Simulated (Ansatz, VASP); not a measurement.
**BP in VASP and in Ansatz**

File INCAR:

```
SYSTEM = BP
PREC = Accurate ; ENCUT = 520
EDIFF = 1E-7 ; ISMEAR = -1
SIGMA = 0.05 ; LREAL = .FALSE.
LASPH = .TRUE. ; NELM = 80
ALGO = Normal ; ISIF = 2
LWAVE = .FALSE. ; LCHARG = .FALSE.
GGA = PS ; NBANDS = 11
```

File KPOINTS:

```
Automatic mesh
0
G
  10 10 10
  0 0 0
```

File POSCAR:

```
BP
1.0
    0.0000000000      2.2690000000      2.2690000000
    2.2690000000      0.0000000000      2.2690000000
    2.2690000000      2.2690000000      0.0000000000
P B
1 1
Direct
    0.7500000000      0.7500000000      0.7500000000
    0.0000000000      0.0000000000      0.0000000000
```

Contents of input.yaml:

```yaml
crystal:
  lattice:
    - [0.0, 2.269, 2.269]
    - [2.269, 0.0, 2.269]
    - [2.269, 2.269, 0.0]
  atoms:
    - { symbol: P, position: [0.75, 0.75, 0.75] }
    - { symbol: B, position: [0.0, 0.0, 0.0] }
kpoints:
  mp_grid: { grid: [10, 10, 10] }
  band_path:
    path:
      - [0.0, 0.0, 0.0]
      - [0.5, 0.0, 0.5]
      - [0.5, 0.25, 0.75]
      - [0.375, 0.375, 0.75]
      - [0.0, 0.0, 0.0]
      - [0.5, 0.5, 0.5]
      - [0.625, 0.25, 0.625]
      - [0.5, 0.25, 0.75]
    npoints: 6
scf:
  occupations: { method: fermi_dirac, width: 0.05 }
hamiltonian:
  xc: pbesol
  pseudopotentials:
    kind: all_electron
    lapw: { basis_error: 0.001 }
    relativity: none
output:
  forces: true
  stress: true
  eigenvalues: true
```

Alike in both runs: functional PBEsol; k mesh 10 × 10 × 10; occupations fermi-dirac, width 0.05 eV; no spin polarisation.

```csv
,VASP,Ansatz
version,VASP 6.6.1,Ansatz 0.2.0
potentials or method,"VASP PAW PBE potentials, release 64 (P, B)","all-electron LAPW, non-relativistic"
plane-wave cutoff (eV),520,see its input
task,single point,band structure
```

|  | VASP | Ansatz | Ansatz less VASP |
| --- | --- | --- | --- |
| gap on the k mesh at the Fermi level (eV) | 1.13 | 1.15 | +0.016 |
| least direct gap on the mesh (eV) | 3.36 | 3.36 | +0.007 |
| pressure (GPa) | -1.9 | -2.0 | -0.11 |

Ansatz ran all-electron here, so the differences hold the error of VASP's frozen core and of both bases.

Caveats: the PAW data sets were made with another functional, which shifts forces and pressure a little (VASP). Expect the measured gap to be larger: semilocal functionals such as PBEsol lack the derivative discontinuity. A k mesh can miss the band edges.

A gap of «none» marks a metal or a gap under the smearing width.
